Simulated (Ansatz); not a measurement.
# ZnSe: the cost of one run

Method: DFT r²SCAN, frozen-core PAW, scalar-relativistic unless said, in Ansatz 0.2.0.

## 1. Starting point

It takes space group F-43m (No. 216, cubic). The conventional cell has a = 5.668 Å, b = 5.668 Å, c = 5.668 Å, α = 90.00°, β = 90.00°, γ = 90.00°. Zn (site symmetry -43m) has 4 Se at 2.45 Å as nearest neighbours. Around Se (site symmetry -43m) lie 4 Zn at 2.45 Å.

Structure file:

```
Zn Se
1.0
     2.83380    2.83380    0.00000
    -2.83380    2.83380    0.00000
     0.00000    2.83380    2.83380
Zn Se
1 1
Direct
  0.00000 0.00000 0.00000
  0.75000 0.25000 0.50000
```

Cartesian axes are those of the input's lattice vectors. The structure goes back to a database entry.

## 2. Cell and atoms relaxed, PAW

The input, input.yaml:

```yaml
crystal:
  lattice:
    - [2.8338, 2.8338, 0.0]
    - [-2.8338, 2.8338, 0.0]
    - [0.0, 2.8338, 2.8338]
  atoms:
    - { symbol: Zn, position: [0.0, 0.0, 0.0] }
    - { symbol: Se, position: [0.75, 0.25, 0.5] }
kpoints:
  mp_grid: { grid: [12, 12, 12] }
scf:
  occupations: { method: fermi_dirac, width: 0.05 }
hamiltonian:
  xc: r2scan
  pseudopotentials: { kind: paw }
relax:
  f_tol: 0.002
  max_steps: 80
  cell: {}
output:
  forces: true
  stress: true
```

The run is started by

```console
> ansatz run input.yaml --threads 1 --pin off --max-ram 3072MiB --backend cpu --events-out ev --progress --plain --runs-dir out
```

**Question.** How long does this run take on 1 thread of Intel Xeon 6975P-C (Granite Rapids), shared host, and how much memory does it need?

About 22 s, with a peak of 0.57 GiB.
